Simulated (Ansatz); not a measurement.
**Ge3N4: band gap under strain**

Aim: follow the gap of Ge3N4, database structure through these states: no strain; -3.0 % biaxial strain in x and y, free along z; -2.0 % biaxial strain in x and y, free along z. The table at the end shows which levels were run.

Code: Ansatz 0.2.0. PAW datasets, plane waves. The values are computed, spin-unpolarised, and not measurements.

### Step 1. The structure to begin with

The unstrained cell was relaxed with r2SCAN; in each strained cell the atoms were relaxed again with r2SCAN. Names of k-points are those of the unstrained zone, where strain can split equivalent points. First state: no strain.

Space group P6_3/m (No. 176), hexagonal; conventional cell a = 8.044 Å, c = 3.080 Å, 12.33 Å³ an atom. Around Ge lie 4 N at 1.83–1.84 Å; around N lie 3 Ge at 1.83 Å; around N lie 3 Ge at 1.84 Å.

Structure file:

```
Ge N
1.0
     8.04393    0.00000    0.00000
    -4.02196    6.96625    0.00000
     0.00000    0.00000    3.08006
Ge N
6 8
Direct
  0.82864 0.23494 0.75000
  0.59370 0.82864 0.25000
  0.23494 0.40630 0.25000
  0.76506 0.59370 0.75000
  0.40630 0.17136 0.75000
  0.17136 0.76506 0.25000
  0.66667 0.33333 0.75000
  0.33333 0.66667 0.25000
  0.66939 0.97221 0.75000
  0.69718 0.66939 0.25000
  0.97221 0.30282 0.25000
  0.02779 0.69718 0.75000
  0.33061 0.02779 0.25000
  0.30282 0.33061 0.75000
```

### Step 2. No strain: PBE

input.yaml

```yaml
crystal:
  lattice:
    - [8.0439274434, 0.0, 0.0]
    - [-4.0219637217, 6.9662455122, 0.0]
    - [0.0, 0.0, 3.0800560706]
  atoms:
    - { symbol: Ge, position: [0.8286382129, 0.2349383835, 0.75] }
    - { symbol: Ge, position: [0.5936998293, 0.8286382129, 0.25] }
    - { symbol: Ge, position: [0.2349383835, 0.4063001707, 0.25] }
    - { symbol: Ge, position: [0.7650616165, 0.5936998293, 0.75] }
    - { symbol: Ge, position: [0.4063001707, 0.1713617871, 0.75] }
    - { symbol: Ge, position: [0.1713617871, 0.7650616165, 0.25] }
    - { symbol: "N", position: [0.6666666667, 0.3333333333, 0.75] }
    - { symbol: "N", position: [0.3333333333, 0.6666666667, 0.25] }
    - { symbol: "N", position: [0.6693909105, 0.9722062412, 0.75] }
    - { symbol: "N", position: [0.6971846693, 0.6693909105, 0.25] }
    - { symbol: "N", position: [0.9722062412, 0.3028153307, 0.25] }
    - { symbol: "N", position: [0.0277937588, 0.6971846693, 0.75] }
    - { symbol: "N", position: [0.3306090895, 0.0277937588, 0.25] }
    - { symbol: "N", position: [0.3028153307, 0.3306090895, 0.75] }
kpoints:
  mp_grid: { grid: [6, 6, 8] }
  band_path:
    path:
      - [0.0, 0.0, 0.0]
      - [0.5, 0.0, 0.0]
      - [0.3333333333, 0.3333333333, 0.0]
      - [0.0, 0.0, 0.5]
      - [0.5, 0.0, 0.5]
      - [0.3333333333, 0.3333333333, 0.5]
    npoints: 1
hamiltonian:
  xc: pbe
scf:
  occupations: { method: fermi_dirac, width: 0.02 }
  n_extra_bands: 7
output:
  forces: true
  stress: true
  eigenvalues: true
```

The runs that follow: No strain: r2SCAN; No strain: HSE06; -3.0 % biaxial strain in x and y, free along z: PBE; -3.0 % biaxial strain in x and y, free along z: r2SCAN; -3.0 % biaxial strain in x and y, free along z: HSE06; -2.0 % biaxial strain in x and y, free along z: PBE; -2.0 % biaxial strain in x and y, free along z: r2SCAN; -2.0 % biaxial strain in x and y, free along z: HSE06.

Q: Predict the outcome of this session.

**Answer**, as computed:

Least gap in eV (negative: overlap), with the change from the unstrained cell in brackets:

```
                                         state  volume change (%)           PBE        r2SCAN         HSE06
                                     no strain               +0.0          2.19          2.67          3.70
-3.0 % biaxial strain in x and y, free along z               -4.4  2.59 (+0.40)  3.06 (+0.39)  4.10 (+0.40)
-2.0 % biaxial strain in x and y, free along z               -3.0  2.51 (+0.32)  2.98 (+0.31)  4.02 (+0.32)
```

What this shows: With HSE06, of the states in the table -3.0 % biaxial strain in x and y, free along z shifts the gap most, by +0.398 eV. PBE and HSE06 differ by 1.51 eV on the unstrained gap, and by at most 0.01 eV on its change: the two disagree on the size of the gap but agree on its response to strain. In PBE the gap turns indirect under -3.0 % biaxial strain in x and y, free along z.
